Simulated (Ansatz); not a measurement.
The system is Te.

```xyz
1
Lattice="2.3059 1.3313 1.6910 -2.3059 1.3313 1.6910 0.0000 -2.6626 1.6910" Properties=species:S:1:pos:R:3 pbc="T T T"
Te    0.0000    0.0000    2.5364
```

This isn't the form of Te at room conditions, which is trigonal, of chains.

| Property | Result |
| --- | --- |
| Program | Ansatz 0.2.0 |
| Task | relaxation of cell and atoms |
| Functional | revPBE |
| Potentials or basis | Ansatz PAW |
| Cutoff | 420 eV (not typed: the program's choice for these potentials) |
| k mesh | 9 × 9 × 9 |
| Occupations | fermi-dirac, width 0.05 eV |
| Spin | no spin polarisation |

At the start: volume 31.15 Å³/atom.

**Question.** Where does the relaxation end?

**Answer.** It ends after 8 steps and the volume is 33.53 Å³/atom (+7.7 %); space group R-3m (No. 166, to 0.05 Å).

Step by step:
```csv
step,energy change (eV),largest force (eV/Å),volume (Å³)
1,0.0000,0.0000,31.15
2,-0.0198,0.0000,34.20
3,-0.0243,0.0000,33.51
4,-0.0259,0.0000,33.30
5,-0.0269,0.0000,33.47
6,-0.0270,0.0000,33.51
7,-0.0270,0.0000,33.53
8,-0.0274,0.0000,33.53
```

Final structure:
```
CELL_PARAMETERS angstrom
2.30500 1.33079 1.82184
-2.30500 1.33079 1.82184
0.00000 -2.66158 1.82184
ATOMIC_POSITIONS crystal
Te 0.50000 0.50000 0.50000
```

Caveat: the plane-wave basis is chosen anew once the cell has moved, so the energies of steps on either side of that aren't comparable; the PAW data sets come from PBE, with cores solved anew for the run's functional, which leaves a small shift of forces and pressure.
